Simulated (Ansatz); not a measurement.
# Al2Pt: the cost of one run

Method: DFT LDA, scalar-relativistic, in Ansatz 0.2.0.

**1. The structure to begin with**

Symmetry: Fm-3m, No. 225, cubic system. The conventional cell has a = 5.910 Å, b = 5.910 Å, c = 5.910 Å, α = 90.00°, β = 90.00°, γ = 90.00°. Al (site symmetry -43m) has 4 Pt at 2.56 Å in its first shell of neighbours. Around Pt (site symmetry m-3m) lie 8 Al at 2.56 Å.

Structure file:

```
Al Pt
1.0
     0.00000    2.95500    2.95500
     2.95500    0.00000    2.95500
     2.95500    2.95500    0.00000
Al Pt
2 1
Cartesian
  1.4775 1.4775 1.4775
  4.4325 4.4325 4.4325
  0.0000 0.0000 0.0000
```

Atoms are numbered in the order of the input: Al1, Al2, Pt3.

**2. Volume × 0.96, LAPW**

File input.yaml:

```yaml
crystal:
  lattice:
    - [0.0, 2.9150626719, 2.9150626719]
    - [2.9150626719, 0.0, 2.9150626719]
    - [2.9150626719, 2.9150626719, 0.0]
  atoms:
    - { symbol: Al, position: [0.25, 0.25, 0.25] }
    - { symbol: Al, position: [0.75, 0.75, 0.75] }
    - { symbol: Pt, position: [0.0, 0.0, 0.0] }
kpoints:
  mp_grid: { grid: [12, 12, 12] }
  band_path:
    path:
      - [0.0, 0.0, 0.0]
      - [0.5, 0.0, 0.5]
      - [0.625, 0.25, 0.625]
      - [0.375, 0.375, 0.75]
      - [0.0, 0.0, 0.0]
      - [0.5, 0.5, 0.5]
      - [0.5, 0.25, 0.75]
      - [0.5, 0.0, 0.5]
    npoints: 5
scf:
  occupations: { method: fermi_dirac, width: 0.08 }
hamiltonian:
  xc: lda
  pseudopotentials: { kind: all_electron, lapw: { basis_error: 0.001 } }
output:
  forces: true
  stress: true
  eigenvalues: true
```

Run with:

```console
$ ansatz run input.yaml --threads 1 --pin off --max-ram 4096MiB --backend cpu --events-out ev --progress --plain --runs-dir out
```

What time and memory should one allow on 1 thread of AMD EPYC 9R45 (Zen 5), shared host?

About 11 s, with a peak of 0.55 GiB.
